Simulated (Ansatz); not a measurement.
## One crystal, many levels of theory: Ga16P15N (quasi-random alloy, started on the GaP lattice) (I-43m)

Aim: the gap of Ga16P15N (quasi-random alloy, started on the GaP lattice) (I-43m) at several levels of theory on one structure, with the time that each takes.

Method: density functionals, hybrids and G0W0, plane waves, PAW, in Ansatz 0.2.0.

Most raw output is cut from this account.

## Step 1: The starting structure

The structure is cubic, space group I-43m (No. 217). The conventional cell has a = 10.660 Å, b = 10.660 Å, c = 10.660 Å, α = 90.00°, β = 90.00°, γ = 90.00°. Ga has 4 P at 2.31 to 2.34 Å nearest. Nearest to Ga lie 1 N at 2.01 Å and 3 P at 2.36 Å. P has 4 Ga at 2.34 Å nearest. Nearest to P lie 4 Ga at 2.31 to 2.36 Å. N has 4 Ga at 2.01 Å nearest. It derives from GaP. Farther neighbours and most contacts between anions are not listed.

The structure was relaxed with LDA. The runs that relaxed it are not among those shown. The default PAW set here is soft_2. Its files were made with PBE.

## Step 2: LDA on the 4×4×4 mesh

Levels along a band path and on the mesh show where this functional puts the band edges.

This step: DFT, LDA, plane waves, PAW.

input.yaml

```yaml
crystal:
  lattice:
    - [-5.3297628509, 5.3297628509, -5.3297628509]
    - [5.3297628509, 5.3297628509, 5.3297628509]
    - [5.3297628509, -5.3297628509, -5.3297628509]
  atoms:
    - { symbol: Ga, position: [0.0023774915, -0.0027608072, 0.0] }
    - { symbol: Ga, position: [0.2527608072, 0.5027608072, 0.2551382986] }
    - { symbol: Ga, position: [0.5, -0.0027608072, 0.5023774915] }
    - { symbol: Ga, position: [0.7551382986, 0.5027608072, 0.7527608072] }
    - { symbol: Ga, position: [0.7472391928, 0.2523774915, 0.0] }
    - { symbol: Ga, position: [0.0023774915, 0.75, 0.2472391928] }
    - { symbol: Ga, position: [0.2448617014, 0.2476225085, 0.4976225085] }
    - { symbol: Ga, position: [0.5, 0.75, 0.7820947147] }
    - { symbol: Ga, position: [0.5, 0.5320947147, 0.0] }
    - { symbol: Ga, position: [0.7179052853, -0.0320947147, 0.2179052853] }
    - { symbol: Ga, position: [-0.0023774915, 0.4948617014, 0.4976225085] }
    - { symbol: Ga, position: [0.2527608072, 0.0051382986, 0.7527608072] }
    - { symbol: Ga, position: [0.2820947147, 0.75, 0.0] }
    - { symbol: Ga, position: [0.5, 0.2523774915, 0.2472391928] }
    - { symbol: Ga, position: [0.7472391928, 0.75, 0.5023774915] }
    - { symbol: Ga, position: [-0.0023774915, 0.2476225085, 0.7448617014] }
    - { symbol: P, position: [0.0, 0.25, 0.0] }
    - { symbol: P, position: [0.2548749376, 0.75, 0.2449427124] }
    - { symbol: P, position: [0.5, 0.25, 0.5] }
    - { symbol: P, position: [0.7449427124, 0.75, 0.7548749376] }
    - { symbol: P, position: [0.7449427124, 0.5048749376, 0.0] }
    - { symbol: P, position: [-0.0099322251, -0.0048749376, 0.2451250624] }
    - { symbol: P, position: [0.2550572876, 0.5050572876, 0.5099322251] }
    - { symbol: P, position: [0.5, -0.0050572876, 0.7548749376] }
    - { symbol: "N", position: [0.5, 0.75, 0.0] }
    - { symbol: P, position: [0.7451250624, 0.2400677749, 0.2451250624] }
    - { symbol: P, position: [0.0, 0.75, 0.5] }
    - { symbol: P, position: [0.2550572876, 0.2599322251, 0.7550572876] }
    - { symbol: P, position: [0.2548749376, -0.0050572876, 0.0] }
    - { symbol: P, position: [0.5, 0.5048749376, 0.2449427124] }
    - { symbol: P, position: [0.7451250624, -0.0048749376, 0.4900677749] }
    - { symbol: P, position: [0.0099322251, 0.5050572876, 0.7550572876] }
kpoints:
  mp_grid: { grid: [4, 4, 4] }
  band_path:
    path:
      - [[0.0, 0.0, 0.0], [0.5, 0.0, 0.0]]
      - [[0.0, 0.5, 0.0], [0.0, 0.0, 0.0], [0.0, 0.0, 0.5]]
      - [[0.5, 0.5, 0.5], [0.0, 0.0, 0.0]]
    npoints: 10
hamiltonian:
  xc: lda
scf:
  occupations: { method: fermi_dirac, width: 0.02 }
  n_extra_bands: 14
output:
  eigenvalues: true
  write_density: true
  write_potential: true
  elf: true
  volumetric_format: npy
```

The run is started by

```
$ ansatz run input.yaml --threads 3 --pin off --max-ram 92160MiB --backend cuda --events-out ev --progress --plain --runs-dir out --devices 1 --max-vram 13GiB  # rebuilt from the run's record
```

It took 9.5 s on 1 × NVIDIA H100 80GB HBM3 (shared by 6 runs) with 3 threads of AMD EPYC 7R13 (Zen 3), shared host; peak memory 1.3 GiB.

Numbers from this step:

```
filled bands         : 144
gap                  : 0.9610 eV
valence top at       : Γ
conduction bottom at : Γ
least direct gap     : 0.9610 eV
```

Over mesh and path the gap is 0.961 eV, in a supercell, where edges may be folded.

## Step 3: LDA+SOC on the 4×4×4 mesh

This run has two-component orbitals with spin-orbit coupling.

This step: DFT, LDA with spin-orbit coupling, plane waves, PAW.

Edit input.yaml of step 2 so:

```diff
@@ -42,6 +42,8 @@
     path:
-      - [[0.0, 0.0, 0.0], [0.5, 0.0, 0.0]]
-      - [[0.0, 0.5, 0.0], [0.0, 0.0, 0.0], [0.0, 0.0, 0.5]]
-      - [[0.5, 0.5, 0.5], [0.0, 0.0, 0.0]]
-    npoints: 10
+      - [0.0, 0.0, 0.0]
+      - [0.5, 0.0, 0.0]
+      - [0.0, 0.5, 0.0]
+      - [0.0, 0.0, 0.5]
+      - [0.5, 0.5, 0.5]
+    npoints: 1
 hamiltonian:
@@ -50,8 +52,7 @@
   occupations: { method: fermi_dirac, width: 0.02 }
-  n_extra_bands: 14
+  n_extra_bands: 28
+magnetization:
+  noncollinear: true
+  spin_orbit: true
 output:
   eigenvalues: true
-  write_density: true
-  write_potential: true
-  elf: true
-  volumetric_format: npy
```

It took 10 s on 1 × NVIDIA H100 80GB HBM3 (shared by 6 runs) with 3 threads; peak memory 1.8 GiB; 16 s of CPU time.

This step gave:

- gap: 0.9340 eV
- valence top at: Γ
- conduction bottom at: Γ
- least direct gap: 0.9340 eV

Over mesh and listed points the gap is 0.934 eV, in a supercell, where edges may be folded. LDA+SOC against LDA: 0.934 − 0.961 = −0.027 eV, with the same mesh, set of files (read in its fully relativistic form for the spin-orbit run) and cutoff, and both edges at the same k points. The spin-orbit run sees mesh and listed points alone, so its gap is an upper bound: the coupling can move an edge off these points, the more so as this crystal has no centre of inversion, and the change over the zone, its sign included where it is small, is not known.

## Step 4: r2SCAN on the 4×4×4 mesh

r2SCAN is a meta-GGA: it depends on the kinetic-energy density as well as on the density and its gradient.

This step: DFT, r2SCAN, plane waves, PAW.

Edit input.yaml of step 3 so:

```diff
@@ -49,9 +49,6 @@
 hamiltonian:
-  xc: lda
+  xc: r2scan
 scf:
-  occupations: { method: fermi_dirac, width: 0.02 }
-  n_extra_bands: 28
-magnetization:
-  noncollinear: true
-  spin_orbit: true
+  occupations: { method: fixed }
+  n_extra_bands: 14
 output:
```

It took 9.1 s on 1 × NVIDIA H100 80GB HBM3 (shared by 6 runs) with 3 threads; peak memory 2.1 GiB; 13 s of CPU time.

This step gave:

* gap: 1.398 eV
* valence top at: Γ
* conduction bottom at: Γ
* least direct gap: 1.398 eV

Over mesh and listed points the gap is 1.398 eV, in a supercell, where edges may be folded. r2SCAN against LDA: 1.398 − 0.961 = +0.437 eV. The runs also differ in plane-wave cutoff (420 eV and 500 eV), so how much of this comes from the functional alone is not known.

## Step 5: HSE06 on the 2×2×2 mesh

HSE06 mixes in a quarter of exact exchange at short range.

This step: DFT, HSE06, plane waves, PAW.

Edit input.yaml of step 4 so:

```diff
@@ -39,3 +39,3 @@
 kpoints:
-  mp_grid: { grid: [4, 4, 4] }
+  mp_grid: { grid: [2, 2, 2] }
   band_path:
@@ -49,3 +49,3 @@
 hamiltonian:
-  xc: r2scan
+  xc: hse06
 scf:
```

Run time: 81 s. Hardware: 1 × NVIDIA H100 80GB HBM3 (shared by 6 runs) with 3 threads; peak memory 2.1 GiB; 3.3 min of CPU time.

This step gave:

* gap: 1.849 eV
* valence top at: Γ
* conduction bottom at: Γ
* least direct gap: 1.849 eV
* exact-exchange fraction: 0.25

Over mesh and listed points the gap is 1.849 eV, in a supercell, where edges may be folded. HSE06 against LDA: 1.849 − 0.961 = +0.888 eV. The runs also differ in mesh (4×4×4 and 2×2×2), so how much of this comes from the functional alone is not known.

## Step 6: G0W0@LDA, 2×2×2 mesh, 1077 empty bands, screening to 85 eV

G0W0 replaces the xc potential by a self-energy built once from the orbitals of the start. Levels are corrected in the window of bands that the input names, at points of the mesh.

This step: G0W0 on LDA, plane waves, PAW.

Edit input.yaml of step 5 so:

```diff
@@ -40,16 +40,11 @@
   mp_grid: { grid: [2, 2, 2] }
-  band_path:
-    path:
-      - [0.0, 0.0, 0.0]
-      - [0.5, 0.0, 0.0]
-      - [0.0, 0.5, 0.0]
-      - [0.0, 0.0, 0.5]
-      - [0.5, 0.5, 0.5]
-    npoints: 1
 hamiltonian:
-  xc: hse06
+  xc: lda
 scf:
   occupations: { method: fixed }
-  n_extra_bands: 14
-output:
-  eigenvalues: true
+gw:
+  n_empty_bands: 1077
+  ecut_chi: 85.0
+  qp_bands: [v4, c4]
+  qp_kpoints: band_edges
+  screening: { model: contour_deformation }
```

Run time: 28 s. Hardware: 1 × NVIDIA H100 80GB HBM3 (shared by 6 runs) with 3 threads; peak memory 3 GiB; 36 s of CPU time.

Numbers from this step:

```yaml
bands_summed: 1221
rpa_eps_infinity_on_this_mesh_eigenvalues: 13.33, 13.33, 13.33
plane_waves_in_the_screening_matrix: 1061
g0w0_gap_over_the_corrected_points: 1.654 eV
k_of_the_valence_top: 0, 0, 0
k_of_the_conduction_bottom: 0, 0, 0
starting_gap_on_the_mesh: 0.9588 eV
z_at_the_valence_top: 0.7566
z_at_the_conduction_bottom: 0.7743
least_direct_g0w0_gap_over_the_corrected_points: 1.654 eV
```

Over all 3 irreducible mesh points the G0W0 gap is 1.654 eV, in a supercell, where edges may be folded. The LDA gap of this run on the mesh is 0.959 eV. The two states that bound the G0W0 gap lie that far apart at the start, so the correction of the gap is 1.654 − 0.959 = +0.695 eV. The program's warnings for this run: eigensolver not converged.

## Step 7: All levels together

Each gap is the least one over the points named; times are wall times on shared hosts, not benchmarks. A G0W0 time includes the run's own self-consistent start. Runs with listed points see these and the mesh alone, so an edge that moves elsewhere is missed. Rows marked * are further runs, not shown as steps, whose inputs differ from the G0W0 step on the same start in the columns given; solver thresholds can differ too. Rows marked ? have an edge level that the program doubts.

| level | mesh | files, cutoff | bands summed, screening | points | gap (eV) | valence top | conduction bottom | least direct gap (eV) | time |
| --- | --- | --- | --- | --- | --- | --- | --- | --- | --- |
| LDA | 4×4×4 | soft_2 PAW, 420 eV | - | mesh and path | 0.961 | Γ | Γ | 0.961 | 9.5 s |
| LDA+SOC | 4×4×4 | soft_2 PAW, 420 eV | - | mesh and listed points | 0.934 | Γ | Γ | 0.934 | 10 s |
| r2SCAN | 4×4×4 | soft_2 PAW, 500 eV | - | mesh and listed points | 1.398 | Γ | Γ | 1.398 | 9.1 s |
| HSE06 | 2×2×2 | soft_2 PAW, 420 eV | - | mesh and listed points | 1.849 | Γ | Γ | 1.849 | 81 s |
| G0W0@LDA*? | 2×2×2 | soft_2 PAW, 420 eV | 416, 34 eV | all 3 irreducible mesh points | 1.437 | Γ | Γ | 1.437 | 14 s |
| G0W0@LDA | 2×2×2 | soft_2 PAW, 420 eV | 1221, 85 eV | all 3 irreducible mesh points | 1.654 | Γ | Γ | 1.654 | 28 s |

## Step 8: What came out

| Quantity | Value |
| --- | --- |
| LDA, over mesh and path | 0.961 eV |
| LDA+SOC, over mesh and listed points | 0.934 eV |
| r2SCAN, over mesh and listed points | 1.398 eV |
| HSE06, over mesh and listed points | 1.849 eV |
| G0W0@LDA (1221 bands, 2×2×2), over all 3 irreducible mesh points | 1.654 eV |
| known limits | finite bands, screening cutoff and k mesh; no spin-orbit coupling in G0W0; d shells not analysed; screening cutoff under 40 eV in some runs |

**Reading.** The rows run from 0.934 eV (LDA+SOC) to 1.849 eV (HSE06). They differ in mesh, plane-wave cutoff, bands and screening cutoff of G0W0 and the points over which the gap was sought as well as in level, so only pairs that share these are like for like. LDA+SOC against LDA: 0.934 − 0.961 = −0.027 eV, with the same mesh, set of files (read in its fully relativistic form for the spin-orbit run) and cutoff, and both edges at the same k points. The spin-orbit run sees mesh and listed points alone, so its gap is an upper bound: the coupling can move an edge off these points, the more so as this crystal has no centre of inversion, and the change over the zone, its sign included where it is small, is not known. G0W0@LDA (1221 bands, 2×2×2) moves the gap of its own start on the mesh by 1.654 − 0.959 = +0.695 eV, between the same two levels. No level off the mesh was corrected, so the G0W0 gap over the whole zone is not known from these runs. What spin-orbit coupling does to the G0W0 levels was not computed, so no sum with the G0W0 gap is formed. For G0W0@LDA: from 416 bands and 34 eV to 1221 bands and 85 eV the gap moves by 1.654 − 1.437 = +0.217 eV; bands and screening cutoff rise together, so their parts are not told apart. Two runs can't test a law of convergence, so the limit is not known. For G0W0@LDA (1221 bands, 2×2×2): the program's warnings for this run: eigensolver not converged. The G0W0 runs are scalar-relativistic. One-shot GW is known to converge slowly in bands for compounds with shallow d shells. The cell holds Ga; the filling of the d shell and its place against the gap were not analysed here. No pair of G0W0 runs that differ in the mesh alone is shown (2×2×2 is a supercell whose nearest images lie 18 Å apart), so the error from the mesh is not known here. G0W0 is shown with one set of atomic data (soft_2 PAW), so the error from the files is not known here. A screening cutoff under 40 eV is crude: G0W0@LDA with 416 bands at 34 eV.

[Paths, hosts, dates, memory and timing lines, banners, echoed tables and standing remarks are left out of the program output.]

[Logs are printed without paths, hosts, clocks, repeated set-up lines and the standing remarks that a program may print on its own settings, such as how far it seeks lower states.]

[Runs of the session that timed out or met a known fault of the program may be left out.]

[Cells called generated may have been cut or substituted from an entry of the Crystallography Open Database or the Materials Project.]

[Hosts, paths, dates, database ids (printed as entryN), source tags and the programs' standing remarks are cut or masked in the printed files.]

[Where an RPA ε∞ is given, it is that of the G0W0 mesh and is not shown converged in it. Names of k-points follow the symmetry that the program found, which can be lower than the space group named. Band edges on a path are those of the sampled points; other points can move an edge, and change direct to indirect where valleys lie close.]

[Hybrid gaps are those of their k-mesh and are not shown converged in it.]
